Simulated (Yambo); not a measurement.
# InP (F-43m) in Yambo: further runs, part 2 of 2

Yambo 5.3.0. The steps go on from the part before.

### 5 Optical spectrum, PBEsol

Input file optics0.in:

```
optics
chi
Chimod= "IP"
% BndsRnXd
 1 | 34 |
%
% LongDrXd
 1 | 0 | 0 |
%
% QpntsRXd
 1 | 1 |
%
% EnRngeXd
 0 | 20 | eV
%
% DmRngeXd
 0.1 | 0.1 | eV
%
ETStpsXd= 200
```

Input file scf.in:

```
&CONTROL
  calculation = 'scf'
  prefix = 'pwscf'
  outdir = './tmp'
  pseudo_dir = './pseudo'
/
&SYSTEM
  ibrav = 0
  nat = 2
  ntyp = 2
  ecutwfc = 70
  nbnd = 15
  occupations = 'smearing'
  smearing = 'fd'
  degauss = 0.00367493
  force_symmorphic = .true.
/
&ELECTRONS
  conv_thr = 4d-10
  electron_maxstep = 120
  mixing_beta = 0.5
/
ATOMIC_SPECIES
In   114.8180 In.upf
P     30.9738 P.upf
CELL_PARAMETERS angstrom
   0.0000000000    2.9305000000    2.9305000000
   2.9305000000    0.0000000000    2.9305000000
   2.9305000000    2.9305000000    0.0000000000
ATOMIC_POSITIONS crystal
In     0.0000000000    0.0000000000    0.0000000000
P      0.7500000000    0.7500000000    0.7500000000
K_POINTS automatic
10 10 10 0 0 0
```

Input file nscf.in:

```
&CONTROL
  calculation = 'nscf'
  prefix = 'pwscf'
  outdir = './tmp'
  pseudo_dir = './pseudo'
/
&SYSTEM
  ibrav = 0
  nat = 2
  ntyp = 2
  ecutwfc = 70
  nbnd = 39
  occupations = 'fixed'
  force_symmorphic = .true.
/
&ELECTRONS
  conv_thr = 1d-08
  diago_full_acc = .true.
  diago_thr_init = 1d-06
/
ATOMIC_SPECIES
In   114.8180 In.upf
P     30.9738 P.upf
CELL_PARAMETERS angstrom
   0.0000000000    2.9305000000    2.9305000000
   2.9305000000    0.0000000000    2.9305000000
   2.9305000000    2.9305000000    0.0000000000
ATOMIC_POSITIONS crystal
In     0.0000000000    0.0000000000    0.0000000000
P      0.7500000000    0.7500000000    0.7500000000
K_POINTS automatic
10 10 10 0 0 0
```

Potentials or basis: PseudoDojo 0.4.1 SR PBEsol standard.

The run is started by

```console
> OMP_NUM_THREADS=1 pw.x -in scf.in > scf.out
> OMP_NUM_THREADS=1 pw.x -in nscf.in > nscf.out
> cd tmp/pwscf.save; p2y; mv SAVE ../..; cd ../..
> OMP_NUM_THREADS=1 yambo
> OMP_NUM_THREADS=1 yambo -F optics0.in -J optics0 -C optics0_out
```

Yambo's report:

```text
[... sections 02.01 to 02.04 as in the set-up run ...]

  [02.05] Energies & Occupations
  ==============================

  [X] === General ===
  [X] Electronic Temperature                        :  0.000000  0.000000 [eV K]
  [X] Bosonic    Temperature                        :  0.000000  0.000000 [eV K]
  [X] Finite Temperature mode                       : no
  [X] El. density                                   :  0.35762E+24 [cm-3]
  [X] Fermi Level                                   :  7.039438 [eV]

  [X] === Gaps and Widths ===
  [X] Conduction Band Min                           :  0.613952 [eV]
  [X] Valence Band Max                              :  0.000000 [eV]
  [X] Filled Bands                                  :   9
  [X] Empty Bands                                   :   10   39
  [X] Direct Gap                                    :  0.613952 [eV]
  [X] Direct Gap localized at k                     :  1
  [X] Indirect Gap                                  :  0.613952 [eV]
  [X] Indirect Gap between kpts                     :  1  1
  [X] Last valence band width                       :  2.912570 [eV]
  [X] 1st conduction band width                     :  3.265134 [eV]

 [03] Transferred momenta grid and indexing
 ==========================================

 IBZ Q-points                                      :   47
 BZ  Q-points                                      :  1000

 K/Q-points units:
 rlu = crystal or reduced units; cc = cartesian coordinates; iku = interal k-units

 Q [ 1]         [rlu]:  0.000000  0.000000  0.000000
 Q [ 2]         [rlu]: -0.18212E-17 -0.18212E-17  0.10000
 Q [ 3]         [rlu]: -0.52887E-17 -0.52887E-17  0.20000
 Q [ 4]         [rlu]:  0.61456E-16  0.59447E-17  0.30000
 Q [ 5]         [rlu]: -0.39924E-17 -0.39924E-17  0.40000
 Q [ 6]         [rlu]: -0.10839E-15 -0.52875E-16 -0.50000
 Q [ 7]         [rlu]:  0.61507E-17  0.10000      0.10000
 Q [ 8]         [rlu]:  0.51177E-17  0.10000      0.20000
 Q [ 9]         [rlu]: -0.36425E-17  0.10000      0.30000
 Q [10]         [rlu]:  0.61456E-16  0.10000      0.40000
 Q [11]         [rlu]: -0.38333E-16  0.10000      0.50000
 Q [12]         [rlu]: -0.10534E-16  0.10000     -0.40000
 Q [13]         [rlu]:  0.52919E-16  0.10000     -0.30000
 Q [14]         [rlu]: -0.59447E-17  0.10000     -0.20000
 Q [15]         [rlu]:  0.19167E-16  0.10000     -0.10000
[... 30 lines left out ...]
 Q [46]         [rlu]:  0.200000  0.400000 -0.300000
 Q [47]         [rlu]:  0.200000 -0.500000 -0.300000

 [WARNING] [Xd] User bands 1-34 break level degeneracy

 [04] Dipoles
 ============

  [04.01] Setup: observables and procedures
  =========================================

  [WF-Oscillators/G space/Transverse up loader] Normalization (few states)  min/max  :  0.30242E-17   1.0000

  [WR./optics0//ndb.dipoles]------------------------------------------------------
   Brillouin Zone Q/K grids (IBZ/BZ)                :    47  1000    47  1000
   RL vectors                                       :   4279 [WF]
   Fragmentation                                    : yes
   Electronic Temperature                           :  0.000000 [K]
   Bosonic    Temperature                           :  0.000000 [K]
   DIP band range                                   :    1   34
   DIP band range limits                            :   9  10
   DIP e/h energy range                             : -1.000000 -1.000000 [eV]
   RL vectors in the sum                            :   4279
   [r,Vnl] included                                 : yes
   Bands ordered                                    : yes
   Direct v evaluation                              : no
   Approach used                                    : G-space v
   Dipoles computed                                 : R V P [G-space]
   Wavefunctions                                    : Perdew, Burke & Ernzerhof SOL(X)+Perdew, Burke & Ernzerhof SOL(C)

  [WARNING] [r,Vnl^pseudo] included in position and velocity dipoles.

  [WARNING] In case H contains other non local terms, these are neglected

 [05] Optics
 ===========

 [X-CG] R(p) Tot o/o(of R):    8723  225000     100
```

Run time: 2 min. Hardware: 1 thread of Arm Neoverse V2, shared host; peak memory 0.26 GiB.

What came out:

- Band gap on the k mesh, mean-field level: 0.61 eV, direct
- Absorption peak: 4.12 eV
- Electronic dielectric constant along the field: 14.40

Dielectric function (along the field direction of the input):
| energy (eV) | real part | imaginary part |
| --- | --- | --- |
| 0.30 | 15.20 | 1.23 |
| 1.31 | 14.30 | 1.59 |
| 2.31 | 13.02 | 12.20 |
| 3.32 | 7.14 | 10.45 |
| 4.42 | -4.95 | 10.39 |
| 5.43 | -1.91 | 8.90 |
| 6.43 | -4.40 | 5.77 |
| 7.54 | -2.80 | 3.28 |
| 8.54 | -2.06 | 1.75 |
| 9.55 | -1.98 | 1.27 |
| 10.65 | -1.04 | 0.78 |
| 11.66 | -0.66 | 0.58 |
| 12.66 | -0.35 | 0.53 |
| 13.77 | -0.07 | 0.29 |
| 14.77 | 0.19 | 0.26 |
| 15.78 | 0.44 | 0.20 |
| 16.88 | 0.49 | 0.45 |
| 17.89 | 0.66 | 0.29 |
| 18.89 | 0.56 | 0.52 |
| 20.00 | 0.41 | 0.39 |

Caveat: independent-particle spectra lack excitons; spin-orbit coupling is left out, which moves the levels of the heavy elements.

### 6 Overview

```csv
task,level,potentials or basis,k mesh,k mesh of the self-consistent run,kernel,strength of the long-range kernel,cutoff of the response matrix,random integration of the Coulomb term,gap on the mesh (eV)
optical spectrum,PBE,PseudoDojo 0.4.1 SR PBE standard,12 × 12 × 12,12 × 12 × 12,long-range correction,-0.2,3 Ry,-,0.71
optical spectrum by the Bethe-Salpeter equation,PBE,PseudoDojo 0.4.1 SR PBE standard,12 × 12 × 12,12 × 12 × 12,Hartree (RPA with local fields),-,3 Ry,yes,-
optical spectrum by the Bethe-Salpeter equation,PBE,PseudoDojo 0.4.1 SR PBE standard,12 × 12 × 12,12 × 12 × 12,screened exchange,-,3 Ry,yes,-
optical spectrum,PBEsol,PseudoDojo 0.4.1 SR PBEsol standard,10 × 10 × 10,10 × 10 × 10,none (independent particles),-,-,-,0.61
```

Alike in all rows: no spin polarisation; cell as given; cutoff (eV) 952; smearing fixed.

Caveats: spin-orbit coupling is left out, which moves the levels of the heavy elements; independent-particle spectra lack excitons (some runs); the mesh is thin for optics, so peaks and dielectric constants aren't converged (some runs); the long-range kernel's strength is typed, not fitted to the crystal's screening (some runs); the transitions start from uncorrected Kohn-Sham levels, so peaks lie too low (some runs); exciton energies and binding change strongly with the k mesh and aren't converged on this one (some runs).

Absolute energies hang on the potentials; compare differences alone.

### 7 Comparison with measurements

Step 2. Measured gap of InP: 1.4236 eV (direct; 1.6 K; a printed reference work, data compilation). This calculation gives 0.71 eV (-0.71 eV). Spin-orbit coupling on In is left out. The value is that of PBE on a finite k mesh, which can miss the band edges, without temperature or zero-point motion. Semilocal functionals fall short of measured gaps as a rule.

Step 3. Against the measured gap of InP, 1.4236 eV (direct; 1.6 K; a printed reference work, data compilation), the calculated 0.71 eV is off by -0.71 eV. Spin-orbit coupling on In is left out. The value is that of PBE on a finite k mesh, which can miss the band edges, without temperature or zero-point motion. Semilocal functionals fall short of measured gaps as a rule.

Step 4. Against the measured gap of InP, 1.4236 eV (direct; 1.6 K; a printed reference work, data compilation), the calculated 0.71 eV is off by -0.71 eV. Spin-orbit coupling on In is left out. The value is that of PBE on a finite k mesh, which can miss the band edges, without temperature or zero-point motion. Semilocal functionals fall short of measured gaps as a rule.

Step 5. Against the measured gap of InP, 1.4236 eV (direct; 1.6 K; a printed reference work, data compilation), the calculated 0.61 eV is off by -0.81 eV. Spin-orbit coupling on In is left out. The value is that of PBEsol on a finite k mesh, which can miss the band edges, without temperature or zero-point motion. Semilocal functionals fall short of measured gaps as a rule.
